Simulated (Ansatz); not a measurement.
# Thickness series of a Y/MoTe2/Lu junction, part 2 of 4

How fast does the current through Y/MoTe2/Lu fall with each added layer? The lower electrode is Y hcp(0001), the upper one Lu hcp(0001); the barrier is MoTe2 2H layers (two layers in the relaxed core). In the first transport cell, after relaxation, the nearest pair of electrode and barrier is Y–Te at 3.10 Å, along the normal, at the lower face and Lu–Te at 3.06 Å, along the normal, at the upper one. All share a net of side 3.66 Å, which strains the lower electrode by +0.0 %, the upper one by +4.0 % and the barrier by +4.0 %, against typed lattice constants near PBE's. The first steps treat the bulk electrodes alone.

Ansatz 0.2.0; PBE+D3(BJ) DFT, plane waves, PAW files (the session's first sound run).

So far: The starting structure; Layer spacing of the electrode, electrode Y hcp(0001); Layer spacing of the electrode, electrode Lu hcp(0001).

**4. Relaxation**

System of this step: Y/MoTe2/Lu. The cell holds 14 atoms: 4 Y, 4 Te, 2 Mo and 4 Lu. Its edges and angles: a = 3.660 Å, b = 3.660 Å, c = 48.902 Å, α = 90.0°, β = 90.0°, γ = 120.0°. Vacuum lies along c.

The starting distances are typed guesses, too rough for a quantity that is exponential in distance. A short slab in vacuum serves: only the barrier and the layers next to it are taken over, and later cells can add or drop layers in the barrier's middle. The dipole correction removes the field that unlike faces would set up across the vacuum. Dispersion is added because the sheets are held by van der Waals forces.

Contents of input.yaml:

```yaml
crystal:
  lattice:
    - [3.66, 0.0, 0.0]
    - [-1.83, 3.1696529779, 0.0]
    - [0.0, 0.0, 48.9015653409]
  atoms:
    - { symbol: "Y", position: [0.0, 0.0, 0.1635939452] }
    - { symbol: "Y", position: [0.33333333, 0.66666667, 0.2215675495] }
    - { symbol: "Y", position: [0.0, 0.0, 0.2795411538] }
    - { symbol: "Y", position: [0.33333333, 0.66666667, 0.3375147582] }
    - { symbol: Te, position: [0.33333333, 0.66666667, 0.3968175633] }
    - { symbol: Mo, position: [0.0, 0.0, 0.4338306934] }
    - { symbol: Te, position: [0.33333333, 0.66666667, 0.4708438235] }
    - { symbol: Te, position: [0.0, 0.0, 0.5399622653] }
    - { symbol: Mo, position: [0.33333333, 0.66666667, 0.5769753954] }
    - { symbol: Te, position: [0.0, 0.0, 0.6139885255] }
    - { symbol: Lu, position: [0.0, 0.0, 0.6732913307] }
    - { symbol: Lu, position: [0.66666667, 0.33333333, 0.7276629054] }
    - { symbol: Lu, position: [0.0, 0.0, 0.7820344801] }
    - { symbol: Lu, position: [0.66666667, 0.33333333, 0.8364060548] }
kpoints:
  mp_grid: { grid: [8, 8, 1] }
scf:
  occupations: { method: fermi_dirac, width: 0.1 }
  max_iter: 150
hamiltonian:
  xc: pbe
  dispersion: d3bj
efield:
  axis: 3
  dipole_correction: true
relax:
  f_tol: 0.04
  max_steps: 60
output:
  forces: true
```

Launch:

```bash
$ ansatz run input.yaml --threads 4 --pin off --max-ram 12288MiB --backend cpu --events-out ev --progress --plain --runs-dir out
```

Numbers of over 12 decimals in the logs are rounded to 6 here.

The log of the run:

```text
[...]
Crystal: 14 atoms, lattice volume = 567.304 Å³
Basis set: ecut = 420 eV, 10951 PW (Γ), exchange–correlation on 50×50×720 points (8 copies of the dense FFT grid, shifted against one another)
Bands: 142, of which v1, the nominal top of the filled ones, is band 118 counted from 1 (117 counted from 0)
Symmetry: 6 space group operations
[...]
k-points: 10 of 64 (time reversal used)
[...]
SCF iter   1: F=—  HF=-112161.838627 eV  |F-HF|=—  |Δ(HF+E_count)|=         —  Δρ=1.36e-2  dr2=3.17e2  ethr=1.77e-3  p=0.016 e·Å  D=5.08e-3 V/Å  ΔV_dip=-0.25 eV  dr2_dipole=5.03e2  V_vac-E_F(+/−)=3.20/3.46 eV  ⟨swp⟩=8.4  Hψ=6378  notcnv=0
efield: sawtooth ramp at fractional position 0.9500 (placed from the atoms, in the widest stretch of the axis that holds none; the zero of the levels goes with the place), width 0.1000; the density the first Hamiltonian is built on has a dipole p = 0.016 e·Å; the dipole correction subtracts the counter field D = 5.08e-3 V/Å, which shifts the + side's vacuum level by -0.25 eV against the − side's; the planar-averaged density in the ramp window peaks in size at 1.9e-4 e/Å³
[...]
SCF iter   2: F=—  HF=-112161.242863 eV  |F-HF|=—  |Δ(HF+E_count)|=   5.96e-1  Δρ=4.98e-3  dr2=2.48e1  ethr=1.77e-3  p=-0.024 e·Å  D=-7.52e-3 V/Å  ΔV_dip=0.37 eV  dr2_dipole=4.40e1  V_vac-E_F(+/−)=3.40/3.03 eV  ⟨swp⟩=3.8  Hψ=1999  notcnv=0
[...]
SCF iter   9: F=-112161.153579 eV  HF=-112161.153609 eV  |F-HF|=3.02e-5  |Δ(HF+E_count)|=   3.12e-6  Δρ=2.47e-5  dr2=2.43e-5  ethr=1.69e-8  p=0.000 e·Å  D=2.35e-6 V/Å  ΔV_dip=-0.00 eV  dr2_dipole=1.08e-5  V_vac-E_F(+/−)=3.35/3.35 eV  ⟨swp⟩=5.3  Hψ=6229  notcnv=0
WARN: efield: at this solve's end the planar-averaged density reaches 1.04e-4 e/Å³ inside the ramp window [0.9296, 0.0704] (bound 1e-5 e/Å³); the window's nearer edge stands 4.55 Å from this solve's nearest atom along the axis. Its work functions, free energy, forces, stress, dipole, levels and responses can be off, and this figure does not tell by how much. The cell may have no vacuum along `efield.axis`. A short vacuum, a low `basis.ecutwfc` or `basis.ecutrho_ratio` and negative occupations (`scf.occupations.method`) can put density there. See the manual's quickstart, § The vacuum guard
SCF 1 converged in 9 iterations: F = -112161.153579 eV  dr2 = 2.43e-5
[...]
relax step   1: F+E_penalty+E_count = -112161.15357922 eV  Δ(F+E_penalty+E_count) = +0.000e0 eV  max|allowed force component| = 1.158e0 eV/Å  Δτ_max = 0.0000 Å  (9 SCF iters, dr2 threshold 4.00e-5 eV, accepted)
[...]
SCF iter   1: F=—  HF=-112161.302386 eV  |F-HF|=—  |Δ(HF+E_count)|=         —  Δρ=8.25e-3  dr2=2.69e0  ethr=1.11e-3  p=0.000 e·Å  D=3.14e-6 V/Å  ΔV_dip=-0.00 eV  dr2_dipole=2.68e-1  V_vac-E_F(+/−)=3.38/3.38 eV  ⟨swp⟩=1.4  Hψ=5906  notcnv=0
efield: sawtooth ramp at fractional position 0.9500 (handed on by an earlier solve), width 0.1000; the density the first Hamiltonian is built on has a dipole p = 0.000 e·Å; the dipole correction subtracts the counter field D = 3.14e-6 V/Å, which shifts the + side's vacuum level by -0.00 eV against the − side's; the planar-averaged density in the ramp window peaks in size at 8.4e-5 e/Å³
[...]
SCF iter   2: F=—  HF=-112161.177519 eV  |F-HF|=—  |Δ(HF+E_count)|=   1.25e-1  Δρ=3.03e-3  dr2=2.89e-1  ethr=1.11e-3  p=-0.001 e·Å  D=-2.64e-4 V/Å  ΔV_dip=0.01 eV  dr2_dipole=4.90e-4  V_vac-E_F(+/−)=3.31/3.30 eV  ⟨swp⟩=4.9  Hψ=2134  notcnv=0  defer=1
[...]
SCF iter   8: F=-112161.160315 eV  HF=-112161.160360 eV  |F-HF|=4.48e-5  |Δ(HF+E_count)|=   3.66e-6  Δρ=2.75e-5  dr2=4.28e-5  ethr=3.55e-8  p=0.001 e·Å  D=4.13e-4 V/Å  ΔV_dip=-0.02 eV  dr2_dipole=3.73e-6  V_vac-E_F(+/−)=3.32/3.34 eV  ⟨swp⟩=4.6  Hψ=7226  notcnv=0
[...]
SCF 2 converged in 8 iterations: F = -112161.160315 eV  dr2 = 4.28e-5
[...]
relax step   2: F+E_penalty+E_count = -112161.16031479 eV  Δ(F+E_penalty+E_count) = -6.736e-3 eV  max|allowed force component| = 1.444e0 eV/Å  Δτ_max = 0.1923 Å  (8 SCF iters, dr2 threshold 8.38e-5 eV, accepted)
[...]
SCF iter   8: F=-112161.349593 eV  HF=-112161.349617 eV  |F-HF|=2.46e-5  |Δ(HF+E_count)|=   1.36e-6  Δρ=2.63e-5  dr2=1.23e-5  ethr=4.24e-8  p=0.001 e·Å  D=4.17e-4 V/Å  ΔV_dip=-0.02 eV  dr2_dipole=7.41e-6  V_vac-E_F(+/−)=3.32/3.34 eV  ⟨swp⟩=4.7  Hψ=7228  notcnv=0
[...]
SCF 3 converged in 8 iterations: F = -112161.349593 eV  dr2 = 1.23e-5
relax step   3: F+E_penalty+E_count = -112161.34959265 eV  Δ(F+E_penalty+E_count) = -1.893e-1 eV  max|allowed force component| = 1.725e-1 eV/Å  Δτ_max = 0.1925 Å  (8 SCF iters, dr2 threshold 1.00e-4 eV, accepted)
[...]
relax step   4: F+E_penalty+E_count = -112161.34882545 eV  Δ(F+E_penalty+E_count) = +7.672e-4 eV  max|allowed force component| = 8.208e-2 eV/Å  Δτ_max = 0.0875 Å  (9 SCF iters, dr2 threshold 1.86e-6 eV, rejected (line search))
SCF iter   1: F=—  HF=-112161.364310 eV  |F-HF|=—  |Δ(HF+E_count)|=         —  Δρ=2.79e-3  dr2=2.31e-1  ethr=2.81e-3  p=0.001 e·Å  D=3.58e-4 V/Å  ΔV_dip=-0.02 eV  dr2_dipole=4.63e-2  V_vac-E_F(+/−)=3.31/3.33 eV  ⟨swp⟩=5.6  Hψ=2970  notcnv=0
[...]
SCF iter  10: F=-112161.356007 eV  HF=-112161.356007 eV  |F-HF|=1.05e-7  |Δ(HF+E_count)|=   1.09e-8  Δρ=2.42e-6  dr2=6.27e-8  ethr=4.24e-11  p=0.001 e·Å  D=4.12e-4 V/Å  ΔV_dip=-0.02 eV  dr2_dipole=1.27e-8  V_vac-E_F(+/−)=3.33/3.35 eV  ⟨swp⟩=6.2  Hψ=7490  notcnv=0
[...]
SCF 5 converged in 10 iterations: F = -112161.356007 eV  dr2 = 6.27e-8
relax step   5: F+E_penalty+E_count = -112161.35600702 eV  Δ(F+E_penalty+E_count) = -6.414e-3 eV  max|allowed force component| = 7.780e-3 eV/Å  Δτ_max = 0.0403 Å  (10 SCF iters, accepted)
SCF converged after 10 iterations
Free energy (F): -112161.356007 eV
[...]
Internal energy: -112160.701184 eV  (E = F + TS)
E sigma→0 (E₀):  -112161.028596 eV
Entropy (-TS):   -0.654823 eV (-46.773 meV/atom)
Fermi energy:    7.581842 eV
Dipole field:    D = 0.000322 V/Å  (p = 0.001009 e·Å, saw-weighted, corrected)
Work function:   Φ+ = 3.3290 eV   Φ− = 3.3447 eV
Levels:          The Fermi level and band energies are counted from a zero that moves with the ramp; work functions are not
Vacuum region:   at the solve's end the planar-averaged density reaches 7.63e-5 e/Å³ inside the ramp window [0.9296, 0.0704] (bound 1e-5 e/Å³)
[...]
--- Forces (eV/Å), atoms counted from 1 ---
  atom   1  Y     -0.00000000     0.00000000     0.00401869
  atom   2  Y      0.00000000    -0.00000000     0.00425670
  atom   3  Y     -0.00000000     0.00000000     0.00173439
  atom   4  Y      0.00000000    -0.00000000     0.00029753
  atom   5  Te    -0.00000000     0.00000000     0.00145037
  atom   6  Mo     0.00000000    -0.00000000    -0.00778238
  atom   7  Te    -0.00000000     0.00000000     0.00366000
  atom   8  Te     0.00000000    -0.00000000    -0.00248905
  atom   9  Mo    -0.00000000     0.00000000     0.00556723
  atom  10  Te     0.00000000    -0.00000000     0.00031602
  atom  11  Lu     0.00000000    -0.00000000    -0.00124369
  atom  12  Lu    -0.00000000     0.00000000    -0.00260992
  atom  13  Lu     0.00000000    -0.00000000    -0.00327165
  atom  14  Lu    -0.00000000     0.00000000    -0.00394114
  max |Σ_I F_I| component: 3.69e-5 eV/Å
--- Relaxed structure (5 steps of the walk, 4 accepted, 0 SCFs on fresh bases) ---
  F+E_penalty+E_count = -112161.35600702 eV   max|allowed force component| = 7.780e-3 eV/Å
  atoms:
    - { symbol: Y, position: [3.872227328148316e-17, -3.304235202184164e-17, 0.167062] }
    - { symbol: Y, position: [0.333333, 0.666667, 0.223022] }
    - { symbol: Y, position: [3.760281949665025e-17, -3.304235202184164e-17, 0.280745] }
    - { symbol: Y, position: [0.333333, 0.666667, 0.337645] }
    - { symbol: Te, position: [0.333333, 0.666667, 0.401032] }
    - { symbol: Mo, position: [3.8613594188934676e-17, -3.304235202184164e-17, 0.437079] }
    - { symbol: Te, position: [0.333333, 0.666667, 0.472925] }
    - { symbol: Te, position: [3.6127273852844183e-17, -3.304235202184164e-17, 0.538182] }
    - { symbol: Mo, position: [0.333333, 0.666667, 0.574070] }
    - { symbol: Te, position: [3.5038563382562554e-17, -3.304235202184164e-17, 0.610007] }
    - { symbol: Lu, position: [3.6699340802262055e-17, -3.304235202184164e-17, 0.672668] }
    - { symbol: Lu, position: [0.666667, 0.333333, 0.726229] }
    - { symbol: Lu, position: [3.6109284926831354e-17, -3.304235202184164e-17, 0.780218] }
    - { symbol: Lu, position: [0.666667, 0.333333, 0.833145] }
```

It took 2.4 min on 4 threads of Arm Neoverse V1, shared host; peak memory 2.1 GiB; 9.5 min of CPU time.

Relaxation path:

```csv
step,energy less that of the first step (eV),largest force component (eV/Å)
1,0.0000,1.1577
2,-0.0067,1.4441
3,-0.1960,0.1725
4,-0.1952,0.0821
5,-0.2024,0.0078
```

Relaxation step 4 was tried and not accepted.

Forces are held to the 6 operations that the run works with; a distortion that breaks them can't arise in this run.

The atoms that moved most (Å):

```csv
atom,dx,dy,dz,length
Te5,0.000,0.000,0.206,0.206
Te10,0.000,0.000,-0.195,0.195
Y1,0.000,0.000,0.170,0.170
Lu14,0.000,0.000,-0.159,0.159
Mo6,0.000,0.000,0.159,0.159
Mo9,0.000,0.000,-0.142,0.142
Te7,0.000,0.000,0.102,0.102
Lu13,0.000,0.000,-0.089,0.089
```

This step gave:

| Item | Value |
| --- | --- |
| free energy | -112161.3560 eV |
| Fermi energy | 7.582 eV |

The largest force component on a free atom ends at 0.0078 eV/Å. At one or more of this run's solves the program warned of density in the dipole ramp over its bound, where dipole, forces and levels can be off.

(Part 2 of 4 ends here.)

[Logs are printed without paths, hosts, clocks, repeated set-up lines and the standing remarks that a program may print on its own settings, such as how far it seeks lower states.]

[Hosts, paths, dates, database ids (printed as entryN), source tags and the programs' standing remarks are cut or masked in the printed files.]
